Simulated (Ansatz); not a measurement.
# Field gradients at the nuclei of H

```
H
1.0
    -1.69153    1.69153    2.05847
     1.69153   -1.69153    2.05847
     1.69153    1.69153   -2.05847
H
2
Direct
  0.90986 0.90986 0.00000
  0.09014 0.09014 0.00000
```

Atoms are numbered in the order listed.

Conventional cell: a = 3.383 Å, b = 3.383 Å, c = 4.117 Å, α = 90.00°, β = 90.00°, γ = 90.00°. Around H (atom 1) lie 1 H at 0.74 Å.

Structure from Materials Project entry mp-632291 (possibly hypothetical), not relaxed further.

Methods: DFT, r2SCAN, all-electron PAW with datasets made for the crystal, scalar-relativistic (Ansatz 0.2.0); DFT, r2SCAN, PAW with Ansatz's default frozen-core files, scalar-relativistic (Ansatz 0.2.0).

For the crystal-made all-electron datasets (AE datasets): a Γ-centred 12×12×12 k mesh, Fermi–Dirac smearing of 0.01 eV, cutoff 1080 eV (chosen by the program for this cell), no spin polarisation. PAW takes a cutoff of 500 eV at this cell (files made with PBE, cores remade for this functional). The Ansatz runs share mesh, smearing and spin set-up.

In a metal, gradients converge slowly with the k mesh: the values move by tens of per cent from one mesh to another, at times in sign, so only the comparison on one mesh counts.

Vzz is the principal value of largest size of the traceless field-gradient tensor, in 10²¹ V/m², and η = (Vxx − Vyy)/Vzz with |Vzz| ≥ |Vyy| ≥ |Vxx|.

Give the field gradient at each independent site.


```json
{"site": "H1", "site symmetry": "4mm", "Vzz (η), AE datasets": "3.20 (η = 0.00)", "Vzz (η), PAW": "3.29 (η = 0.00)"}
```

Taking Q(H-2) = 0.00286 b, what quadrupole coupling constant follows at H1 from AE datasets?

Cq = eQVzz/h = 24.180 MHz × 0.00286 × (3.20) = 0.221 MHz.
